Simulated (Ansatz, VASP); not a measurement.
## Os: VASP beside Ansatz

The input INCAR:

```
PREC = Accurate ; ENCUT = 520
EDIFF = 1E-8 ; ISMEAR = -1
SIGMA = 0.05 ; LREAL = F
LASPH = T ; NELM = 60
ALGO = Normal ; ISIF = 2
LWAVE = F ; LCHARG = F
GGA = PE ; LEFG = T
NBANDS = 10
```

The input KPOINTS:

```
Automatic mesh
0
Gamma
  14 14 14
```

Contents of POSCAR:

```
Os
1.0
    0.0000000000      1.9705950404      1.9705950404
    1.9705950404      0.0000000000      1.9705950404
    1.9705950404      1.9705950404      0.0000000000
Os
1
Direct
    0.0000000000      0.0000000000      0.0000000000
```

Input for Ansatz:

```yaml
crystal:
  lattice:
    - [0.0, 1.9705950404, 1.9705950404]
    - [1.9705950404, 0.0, 1.9705950404]
    - [1.9705950404, 1.9705950404, 0.0]
  atoms:
    - { symbol: Os, position: [0.0, 0.0, 0.0] }
kpoints:
  mp_grid: { grid: [14, 14, 14] }
scf:
  occupations: { method: fermi_dirac, width: 0.05 }
hamiltonian:
  xc: pbe
  pseudopotentials: { kind: paw }
output:
  forces: true
  stress: true
  eigenvalues: true
  efg: { contact_densities: true }
```

Change from the starting cell: volume scaled by 1.04, PAW files.

Alike in both runs: task electric field gradients; functional PBE; k mesh 14 × 14 × 14; occupations fermi-dirac, width 0.05 eV; no spin polarisation.

|  | VASP | Ansatz |
| --- | --- | --- |
| version | VASP 6.6.1 | Ansatz 0.2.0 |
| potentials or method | VASP PAW PBE potentials, release 64 (Os) | PAW with Ansatz's default frozen-core files, scalar-relativistic |
| plane-wave cutoff (eV) | 520 | 420 |
| valence electrons in the cell | 8 | 16 |

|  | VASP | Ansatz | Ansatz less VASP |
| --- | --- | --- | --- |
| pressure (GPa) | -22.1 | -21.6 | +0.43 |
| Vzz of the field gradient on the site that differs most (V/Å²) | 0.0 | 0.0 | 0.00 |

The two sets of potentials don't hold the same shells in valence. Ansatz warned: «gradients_without_spin_orbit».

Caveats: so large a pressure means that the cell lies far from this level's equilibrium, or that cutoff or potentials fall short (VASP). The runs have no spin-orbit coupling, so splittings on Os are missing.
